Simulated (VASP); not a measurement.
Runs of VASP 6.6.1 on InPd. It takes space group Fm-3m (No. 225, cubic). Conventional cell: a = 5.492 Å, b = 5.492 Å, c = 5.492 Å, α = 90.00°, β = 90.00°, γ = 90.00°. In (site symmetry m-3m) has 6 Pd at 2.75 Å as nearest neighbours. Around Pd (site symmetry m-3m) lie 6 In at 2.75 Å. The cell was built by a generator and needn't be a form met in nature.

```csv
level,gap on the mesh (eV),pressure (GPa),relaxed volume (Å³/atom)
r2SCAN,none,0.0,20.15
r2SCAN+D3(BJ),none,0.0,(a)
r2SCAN+rVV10,none,0.0,19.88
r2SCAN+D4,none,0.0,19.95
```

Alike in all rows: task relaxation of cell and atoms; potentials or basis VASP PAW PBE potentials, release 64 (In_d, Pd); no spin polarisation; cell relaxed; k mesh 8 × 8 × 8; cutoff (eV) 600; smearing fermi-dirac 0.05 eV.

Fill in the values left out.

(a) 19.79.

Caveats: the PAW data sets were made with another functional, which shifts forces and pressure a little; pairwise dispersion overbinds metals, which lowers pressure and volume (some runs).

A k mesh can miss the band edges, and the runs leave out spin-orbit coupling on In, Pd.

A gap of «none» marks a metal or a gap under the smearing width.

Runs at the PBE level aren't shown here.
